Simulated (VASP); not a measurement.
A run of VASP 6.6.1 is set up as follows.

File POSCAR:

```
H12CO5
1.0
    5.3085660000      0.0000000000      0.0000000000
    0.0000000000      5.3085660000      0.0000000000
    0.0000000000      0.0000000000      5.3085660000
O H C
5 12 1
Direct
    0.5666878777      0.1653553898      0.2637058671
    0.3011359377      0.8570111024      0.9127323650
    0.9495596363      0.8815186625      0.5155064475
    0.4831813337      0.4525327556      0.6418117435
   -0.0400108052      0.5583617120      0.0823762952
    0.4736684069      0.0782320499      0.1445399756
    0.4558669893      0.1884689764      0.4028583237
    0.2072876178      0.9026166388      0.7703398620
    0.1875082649      0.7537440431      1.0306361454
    0.8247990135      0.9818282376      0.4198120547
    0.8777888417      0.7317795427      0.5992390412
    0.5016232256      0.4994569155      0.4647206044
    0.4473524489      0.6098822168      0.7260717866
   -0.0949220562      0.3880332278     -0.2511977811
   -0.0236221985      0.5000973898      0.2516498806
    0.1828365702      0.2858399048     -0.1081082914
   -0.0968246415      0.1655437645      0.0005086119
   -0.0082696532      0.3428421159     -0.0703014712
```

INCAR.step1

```
PREC = Accurate
ENCUT = 520
ISMEAR = -1
SIGMA = 0.02
LREAL = Auto
LASPH = True
NELM = 80
NBANDS = 38
GGA = PE
ALGO = Normal
EDIFF = 1E-4
LWAVE = True
LCHARG = False
```

File INCAR.step2:

```
PREC = Accurate
ENCUT = 520
EDIFF = 1E-7
ISMEAR = -1
SIGMA = 0.02
LREAL = Auto
LASPH = True
NELM = 80
ALGO = Normal
ISIF = 2
LWAVE = False
LCHARG = False
METAGGA = R2SCAN
LMIXTAU = True
IVDW = 12
VDW_S6 = 1.0
VDW_S8 = 0.78981345
VDW_A1 = 0.49484001
VDW_A2 = 5.73083694
NBANDS = 38
ISTART = 1
```

The input KPOINTS:

```
Automatic mesh
0
Gamma
  1 1 1
```

Potentials or basis: VASP PAW PBE potentials, release 64 (O, H, C).

Command:

```bash
$ cat potpaw_PBE.64/O/POTCAR potpaw_PBE.64/H/POTCAR potpaw_PBE.64/C/POTCAR > POTCAR
$ cp INCAR.step1 INCAR
$ mpirun -np 1 vasp_gam > vasp.out
$ cp INCAR.step2 INCAR
$ mpirun -np 1 vasp_gam > vasp.out
```

Problem. Predict the dispersion energy per atom.

Solution. -0.021 eV.

Problem. Estimate the largest force.

Solution. 3.005 eV/Å.

Stress tensor (GPa, compression positive):
```
 3.47 -0.12  0.66
-0.12 -1.58  3.92
 0.66  3.92  2.81
```

Caveat: the PAW data sets were made with another functional, which shifts forces and pressure a little.
